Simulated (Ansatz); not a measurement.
HfN: computed properties

All numbers below come from DFT PBE, scalar-relativistic, plane waves, PAW (Ansatz 0.2.0).

Plane waves to 420 eV, a k mesh through Γ of 18×18×8 on the computed 4-atom cell and Gaussian smearing (0.10 eV); no spin polarisation.

The structure is relaxed at this level of theory with its symmetry kept. This form isn't the usual stable structure of the compound.

```xyz
4
Lattice="3.1594 0.0000 0.0000 -1.5797 2.7361 0.0000 0.0000 0.0000 5.4508" Properties=species:S:1:pos:R:3 pbc="T T T"
Hf    1.5797    0.9120    4.0881
Hf    0.0000    1.8241    1.3627
N     0.0000    0.0000    0.0000
N     0.0000    0.0000    2.7254
```

```json
{
 "Space group": "P6_3/mmc (No. 194)",
 "Volume per atom": "79.5 bohr³",
 "Formation energy from the elements' standard states (uncorrected)": "-1.635 eV/atom",
 "Kohn–Sham band gap": "none (metal)",
 "Density of states at the Fermi level": "0.97 states/eV per cell",
 "Löwdin character within 0.5 eV of the Fermi level": "Hf 5d 77 %, N 2p 16 %",
 "Bader charges (e)": "Hf (2 in the cell) 1.85, N (2 in the cell) -1.85"
}
```

Spin-orbit coupling is left out, which matters for the bands of heavy elements.

Cost: 1 run of about 1.2 core-minutes, on Arm Neoverse V2 (shared hosts).